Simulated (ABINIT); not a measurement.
Runs of ABINIT 10.8.3 (patched build) on Si. Symmetry: I4_1/amd, No. 141, tetragonal system. Conventional cell: a = 4.743 Å, b = 4.743 Å, c = 2.659 Å, α = 90.00°, β = 90.00°, γ = 90.00°. Si (site symmetry -4m2) is surrounded by 6 Si at 2.46 to 2.66 Å. This isn't the form of Si at room conditions, which is diamond.

| potentials or basis | cutoff (eV) | fine-grid cutoff | gap on the mesh (eV) | pressure (GPa) |
| --- | --- | --- | --- | --- |
| Ansatz NC PBE | 490 | - | none | 3.2 |
| JTH PAW PBE v2.0 | 408 | 816.342 eV | none | 3.2 |
| SG15 NC PBE v1.2 | 490 | - | none | 3.6 |
| PseudoDojo NC SR PBE v0.4 stringent | 490 | - | none | 3.2 |
| SPMS NC PBE v1.0 | 381 | - | none | (a) |
| PseudoDojo NC SR PBE v0.4.1 standard | 490 | - | none | 3.2 |
| PseudoDojo NC SR PBE v0.5 stringent | 490 | - | none | 3.2 |
| PseudoDojo NC SR PBE v0.5 standard | 490 | - | none | 3.2 |

Alike in all rows: task single point; level PBE; no spin polarisation; cell as given; k mesh 11 × 11 × 11; smearing fermi-dirac 0.05 eV.

Question: Fill in the values left out.

Answer: (a) 3.1.

A gap of «none» marks a metal or a gap under the smearing width.
